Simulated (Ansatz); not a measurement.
Where the default PAW files enter, the runs use the earlier of Ansatz's two default sets.

```xyz
4
Lattice="2.6943 0.0000 0.0000 0.0000 4.3760 0.0000 1.3471 0.0000 2.3333" Properties=species:S:1:pos:R:3 pbc="T T T"
Be     1.3471     4.3753     0.7778
Be     2.6943     2.1873     1.5555
O      1.3471     2.7248     0.7778
O      2.6943     0.5368     1.5555
```

Space group of this cell: P6_3mc, wurtzite. The cell is taken as given; by r2SCAN its mean pressure is -1.0 GPa.

Transport runs along the normal of the first two printed cell vectors, the (100) plane of the conventional cell.

The gap is the functional's own, uncorrected, and κ follows it; spin-orbit coupling is left out. Mid-gap means the computed energy nearest the middle.

Task: Predict the band gap and the smallest decay constant κ at mid-gap from Ansatz (a quantum-chemistry and plane-wave program) with r2SCAN.

Result: Gap 8.51 eV on a 14×8×14 mesh; κ = 0.497 1/Å, at the zone centre.
